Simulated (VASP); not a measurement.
# TePb (Fm-3m) in VASP: notebook

TePb is run at these levels: PBE; tasks: single point.

All numbers are computed with VASP 6.6.1; they aren't measurements. Logs are shortened: lines on timing, memory, paths and dates and some standing lists are left out, and cuts for length are marked.

**What was measured.**

From a printed reference work, monograph, for a bulk crystal of TePb at 4.2 K: band gap 0.19 eV (direct).

How close the calculation comes is told below.

**1. The cell of the first run**

Symmetry: Fm-3m, No. 225, cubic system. Conventional cell: a = 6.345 Å, b = 6.345 Å, c = 6.345 Å, α = 90.00°, β = 90.00°, γ = 90.00°. Within 4.2 Å of Te (site symmetry m-3m) lie 6 Pb at 3.17 Å. Within 4.2 Å of Pb (site symmetry m-3m) lie 6 Te at 3.17 Å.

**2. Single point, PBE (volume scaled by 0.95)**

The input, INCAR:

```
SYSTEM = TePb
PREC = Accurate
ENCUT = 520
EDIFF = 1E-7
ISMEAR = -1
SIGMA = 0.03
LREAL = .False.
LASPH = .True.
NELM = 100
ALGO = Normal
ISIF = 2
LWAVE = .False.
LCHARG = .False.
GGA = PE
NBANDS = 17
```

The input, KPOINTS:

```
Automatic mesh
0
Gamma
  10 10 10
  0 0 0
```

The input, POSCAR:

```
TePb
1.0
    0.0000000000      3.1722945164      3.1722945164
    3.1722945164      0.0000000000      3.1722945164
    3.1722945164      3.1722945164      0.0000000000
Te Pb
1 1
Direct
    0.5000000000      0.5000000000      0.5000000000
    0.0000000000      0.0000000000      0.0000000000
```

Potentials or basis: VASP PAW PBE potentials, release 64 (Te, Pb_d).

Run with:

```console
> cat potpaw_PBE.64/Te/POTCAR potpaw_PBE.64/Pb_d/POTCAR > POTCAR
> mpirun -np 1 vasp_std > vasp.out
```

OUTCAR:

```text
SYSTEM = TePb
   PREC = Accurate
   ENCUT = 520
   EDIFF = 1E-7
   ISMEAR = -1
   LREAL = .False.
   LASPH = .True.
   NELM = 100
   ISIF = 2
   GGA = PE

 ion  position               nearest neighbor table
   1  0.500  0.500  0.500-   2 3.17   2 3.17   2 3.17   2 3.17   2 3.17   2 3.17
   2  0.000  0.000  0.000-   1 3.17   1 3.17   1 3.17   1 3.17   1 3.17   1 3.17

  LATTYP: Found a face centered cubic cell.
 ALAT       =     6.3445890328

  Lattice vectors:

 A1 = (   0.0000000000,   3.1722945164,   3.1722945164)
 A2 = (   3.1722945164,   0.0000000000,   3.1722945164)
 A3 = (   3.1722945164,   3.1722945164,   0.0000000000)

Analysis of symmetry for initial positions (statically):
=====================================================================
 Subroutine PRICEL returns:
 Original cell was already a primitive cell.

 Routine SETGRP: Setting up the symmetry group for a
 face centered cubic supercell.

 Subroutine GETGRP returns: Found 48 space group operations
 (whereof 48 operations were pure point group operations)
 out of a pool of 48 trial point group operations.

The static configuration has the point symmetry O_h .

Analysis of symmetry for dynamics (positions and initial velocities):
=====================================================================
 Subroutine PRICEL returns:
 Original cell was already a primitive cell.

 Routine SETGRP: Setting up the symmetry group for a
 face centered cubic supercell.

 Subroutine GETGRP returns: Found 48 space group operations
 (whereof 48 operations were pure point group operations)
 out of a pool of 48 trial point group operations.

The dynamic configuration has the point symmetry O_h .

 Subroutine INISYM returns: Found 48 space group operations
 (whereof 48 operations are pure point group operations),
 and found     1 'primitive' translations

----------------------------------------------------------------------------------------

                                     Primitive cell

  volume of cell :      63.8485

  direct lattice vectors                    reciprocal lattice vectors
     0.000000000  3.172294516  3.172294516    -0.157614622  0.157614622  0.157614622
     3.172294516  0.000000000  3.172294516     0.157614622 -0.157614622  0.157614622
     3.172294516  3.172294516  0.000000000     0.157614622  0.157614622 -0.157614622

  length of vectors
     4.486301929  4.486301929  4.486301929     0.272996533  0.272996533  0.272996533

  position of ions in fractional coordinates (direct lattice)
     0.500000000  0.500000000  0.500000000
     0.000000000  0.000000000  0.000000000

  ion indices of the primitive-cell ions
   primitive index   ion index
                 1           1
                 2           2

----------------------------------------------------------------------------------------

 KPOINTS: Automatic mesh

Automatic generation of k-mesh.
 Grid dimensions read from file:
 generate k-points for:   10   10   10

 Generating k-lattice:

  Cartesian coordinates                     Fractional coordinates (reciprocal lattice)
    -0.015761462  0.015761462  0.015761462     0.100000000  0.000000000  0.000000000
     0.015761462 -0.015761462  0.015761462     0.000000000  0.100000000  0.000000000
     0.015761462  0.015761462 -0.015761462     0.000000000  0.000000000  0.100000000

  Length of vectors
     0.027299653  0.027299653  0.027299653

  Shift w.r.t. Gamma in fractional coordinates (k-lattice)
     0.000000000  0.000000000  0.000000000

 Subroutine IBZKPT returns following result:
 ===========================================

 Found     47 irreducible k-points:

 Following reciprocal coordinates:
            Coordinates               Weight
  0.000000  0.000000  0.000000      1.000000
  0.100000  0.000000  0.000000      8.000000
  0.200000  0.000000  0.000000      8.000000
  0.300000  0.000000  0.000000      8.000000
  0.400000  0.000000  0.000000      8.000000
  0.500000  0.000000  0.000000      4.000000
[... 16 lines left out ...]
  0.300000  0.300000  0.000000      6.000000
  0.400000  0.300000  0.000000     24.000000
 [... further k-points ...]
   k-points           NKPTS =     47   k-points in BZ     NKDIM =     47   number of bands    NBANDS=     17
   number of dos      NEDOS =    301   number of ions     NIONS =      2
   total plane-waves  NPLWV =  46656
   dimension x,y,z NGX =    36 NGY =   36 NGZ =   36
   dimension x,y,z NGXF=    72 NGYF=   72 NGZF=   72
   ions per type =               1   1
   NGX,Y,Z   is equivalent  to a cutoff of  13.34, 13.34, 13.34 a.u.
   NGXF,Y,Z  is equivalent  to a cutoff of  26.68, 26.68, 26.68 a.u.
 SYSTEM =  TePb
   PREC   = accura    normal or accurate (medium, high low for compatibility)
   ISTART =      0    job   : 0-new  1-cont  2-samecut
   ICHARG =      2    charge: 1-file 2-atom 10-const
   ISPIN  =      1    spin polarized calculation?
   LNONCOLLINEAR =      F non collinear calculations
   LSORBIT =      F    spin-orbit coupling
   LASPH  =      T    aspherical Exc in radial PAW
   ENCUT  =  520.0 eV  38.22 Ry    6.18 a.u.   8.34  8.34  8.34*2*pi/ulx,y,z
   NELM   =    100;   NELMIN=  2; NELMDL= -5     # of ELM steps
   EDIFF  = 0.1E-06   stopping-criterion for ELM
   LREAL  =      F    real-space projection
   EDIFFG = 0.1E-05   stopping-criterion for IOM
   NSW    =      0    number of steps for IOM
   IBRION =     -1    ionic relax: 0-MD 1-quasi-New 2-CG
   NFREE  =      0    steps in history (QN), initial steepest desc. (CG)
   ISIF   =      2    stress and relaxation
   ISYM   =      2    0-nonsym 1-usesym 2-fastsym
   POTIM  = 0.5000    time-step for ionic-motion
   TEBEG  =    0.0;   TEEND  =   0.0 temperature during run
   PSTRESS=    0.0 pullay stress
   NELECT =      20.0000    total number of electrons
   NUPDOWN=      -1.0000    fix difference up-down
   EMIN   =  10.00;   EMAX   =-10.00  energy-range for DOS
   EFERMI =   0.00;   METHOD = LEGACY
   ISMEAR =    -1;   SIGMA  =   0.03  broadening in eV -4-tet -1-fermi 0-gaus
   EFERMI_NEDOS =   21; number of points for ismear=-14 and -15
   IALGO  =     38    algorithm
   IMIX   =      4    mixing-type and parameters
     AMIX     =   0.40;   BMIX     =  1.00
     AMIX_MAG =   1.60;   BMIX_MAG =  1.00
  volume/ion in A,a.u.               =      31.92       215.44
  Fermi-wavevector in a.u.,A,eV,Ry     =   1.111820  2.101036 16.818770  1.236145
  Thomas-Fermi vector in A             =   2.248388
   LORBIT       =      0    0 simple, 1 ext, 2 COOP (PROOUT), +10 PAW based schemes
   GGA     = PE    functional components
   LHFCALC =     F    Hartree Fock is set to
   AEXX    =    0.0000 exact exchange contribution
   IVDW    =     0    specifies the selected vdW correction
   LEPSILON=     F    determine dielectric tensor
   LRPA    =     F    only Hartree local field effects (RPA)
 non-spin polarized calculation
  energy-cutoff  :      520.00
  volume of cell :       63.85
 maximum number of plane-waves:      1759
 NGX is ok and might be reduce to    36
   NGX = 17   NGY = 17   NGZ = 17

 number of electron      19.9999999 magnetization

 Free energy of the ion-electron system (eV)
  ---------------------------------------------------
  ext. energy  EPLUGINS =         0.00000000
  ---------------------------------------------------
  free energy    TOTEN  =        -7.42171599 eV

  energy without entropy =       -7.42171577  energy(sigma->0) =       -7.42171588

 E-fermi :   6.6823     XC(G=0):  -9.5504

 val. band max:        6.3783210317   @ k =   0.5000   0.0000   0.0000
 cond. band min:       6.9859155253   @ k =   0.5000   0.0000   0.0000
 fundamental gap:      0.6075944936
 Fermi energy:         6.6822600245

 k-point     1 :       0.0000    0.0000    0.0000
  band No.  band energies     occupation
      1     -10.4645      2.00000
      2     -10.4645      2.00000
      3     -10.4508      2.00000
      4     -10.4508      2.00000
      5     -10.4508      2.00000
      6      -6.1364      2.00000
[... 9 lines left out ...]
     16      12.0212      0.00000
     17      13.5119      0.00000

 k-point     2 :       0.1000    0.0000    0.0000
  band No.  band energies     occupation
      1     -10.4660      2.00000
      2     -10.4660      2.00000
      3     -10.4504      2.00000
      4     -10.4491      2.00000
      5     -10.4491      2.00000
      6      -6.0436      2.00000
[... 9 lines left out ...]
     16      12.2232      0.00000
     17      14.3177      0.00000

 k-point     3 :       0.2000    0.0000    0.0000
  band No.  band energies     occupation
      1     -10.4707      2.00000
      2     -10.4707      2.00000
      3     -10.4498      2.00000
      4     -10.4439      2.00000
      5     -10.4439      2.00000
      6      -5.7709      2.00000
[... 9 lines left out ...]
     16      12.7677      0.00000
     17      15.9092      0.00000

 k-point     4 :       0.3000    0.0000    0.0000
  band No.  band energies     occupation
      1     -10.4769      2.00000
      2     -10.4769      2.00000
      3     -10.4491      2.00000
      4     -10.4370      2.00000
      5     -10.4370      2.00000
      6      -5.3426      2.00000
[... 9 lines left out ...]
     16      13.6144      0.00000
     17      17.5595      0.00000
[... 343 lines left out ...]
      1     -10.4793      2.00000
      2     -10.4789      2.00000
      3     -10.4470      2.00000
      4     -10.4390      2.00000
      5     -10.4354      2.00000
      6      -5.2006      2.00000
[... 9 lines left out ...]
     16      15.1270      0.00000
     17      15.5591      0.00000

 k-point    23 :       0.3000    0.3000    0.0000
  band No.  band energies     occupation
      1     -10.5127      2.00000
      2     -10.4591      2.00000
      3     -10.4553      2.00000
      4     -10.4300      2.00000
      5     -10.4300      2.00000
      6      -5.0945      2.00000
[... 9 lines left out ...]
     16      15.3127      0.00000
     17      15.6709      0.00000

 k-point    24 :       0.4000    0.3000    0.0000
  band No.  band energies     occupation
      1     -10.5232      2.00000
      2     -10.4590      2.00000
      3     -10.4562      2.00000
      4     -10.4264      2.00000
      5     -10.4251      2.00000
      6      -4.7447      2.00000
[... 9 lines left out ...]
     16      16.0701      0.00000
     17      16.5646      0.00000

 [... further k-points ...]

------------------------ aborting loop because EDIFF is reached ----------------------------------------

  FORCE on cell =-STRESS in cart. coord.  units (eV):
  Direction    XX          YY          ZZ          XY          YZ          ZX
  --------------------------------------------------------------------------------------
  -------------------------------------------------------------------------------------
  Total        2.0125350      2.0125350      2.0125350     -0.0000000      0.0000000     -0.0000000
  in kB       50.5014127     50.5014127     50.5014127     -0.0000000      0.0000000     -0.0000000
  external PRESSURE =      50.5014127 kB  Pullay stress =       0.0000000 kB

 VOLUME and BASIS-vectors are now :
 -----------------------------------------------------------------------------
  energy-cutoff  :      520.00
  volume of cell :       63.85
      direct lattice vectors                 reciprocal lattice vectors
     0.000000000  3.172294516  3.172294516    -0.157614622  0.157614622  0.157614622
     3.172294516  0.000000000  3.172294516     0.157614622 -0.157614622  0.157614622
     3.172294516  3.172294516  0.000000000     0.157614622  0.157614622 -0.157614622

 POSITION                                       TOTAL-FORCE (eV/Angst)
 -----------------------------------------------------------------------------------
      3.17229      3.17229      3.17229        -0.000000      0.000000      0.000000
      0.00000      0.00000      0.00000         0.000000      0.000000     -0.000000
 -----------------------------------------------------------------------------------
    total drift:                               -0.000000      0.000000      0.000000

  FREE ENERGIE OF THE ION-ELECTRON SYSTEM (eV)
  ---------------------------------------------------
  free  energy   TOTEN  =        -7.4217159867 eV

  energy  without entropy=       -7.4217157714  energy(sigma->0) =       -7.42171588
```

Wall time 47 s (1 thread of Intel Xeon Platinum 8488C (Sapphire Rapids), shared host); peak memory 0.23 GiB.

What came out:

```yaml
Free_energy: -7.4217 eV
Pressure: 5.1 GPa
Band_gap_on_the_k_mesh: 0.61 eV, direct
```

Caveat: spin-orbit coupling is left out, which moves the levels of the heavy elements. A k mesh can miss the band edges.

**3. Single point, PBE (volume scaled by 0.975)**

The input, INCAR:

```
PREC     = Accurate       # precision mode
ENCUT    = 520            # plane-wave cutoff, eV
EDIFF    = 1E-7           # SCF threshold, eV
ISMEAR   = -1             # smearing method
SIGMA    = 0.03           # smearing width, eV
LREAL    = F              # projectors in reciprocal space
LASPH    = T              # aspherical terms in the spheres
NELM     = 60             # most SCF steps
ALGO     = Normal         # electronic algorithm
ISIF     = 2              # what is computed and relaxed
LWAVE    = F              # write WAVECAR
LCHARG   = F              # write CHGCAR
GGA      = PE             # functional
NBANDS   = 17             # bands
```

The input, KPOINTS:

```
regular mesh
0
Gamma
  10 10 10
```

The input, POSCAR:

```
TePb
1.0
    0.0000000000      3.1998810708      3.1998810708
    3.1998810708      0.0000000000      3.1998810708
    3.1998810708      3.1998810708      0.0000000000
Te Pb
1 1
Direct
    0.5000000000      0.5000000000      0.5000000000
    0.0000000000      0.0000000000      0.0000000000
```

Potentials or basis: VASP PAW PBE potentials, release 64 (Te, Pb_d).

Run with:

```console
> cat potpaw_PBE.64/Te/POTCAR potpaw_PBE.64/Pb_d/POTCAR > POTCAR
> mpirun -np 1 vasp_std > vasp.out
```

Run time: 38 s. Hardware: 1 thread of Intel Xeon Platinum 8488C (Sapphire Rapids), shared host; peak memory 0.23 GiB.

It converged, with:

| Property | Result |
| --- | --- |
| Free energy | -7.4671 eV |
| Pressure | 3.6 GPa |
| Band gap on the k mesh | 0.67 eV, direct |

Levels at points of the mesh, in eV from the valence-band top:
| k point | band 8 | band 9 | band 10 | band 11 | band 12 | band 13 |
| --- | --- | --- | --- | --- | --- | --- |
| (0.00, 0.00, 0.00) | -1.47 | -1.47 | -1.47 | 4.10 | 4.10 | 4.10 |
| (0.50, 0.00, 0.00) | -0.99 | -0.99 | 0.00 | 0.67 | 1.19 | 1.19 |
| (0.50, 0.50, 0.00) | -4.74 | -2.98 | -2.98 | 3.15 | 5.57 | 5.57 |

Caveat: spin-orbit coupling is left out, which moves the levels of the heavy elements. A k mesh can miss the band edges.

(Continued in part 2 of 2.)
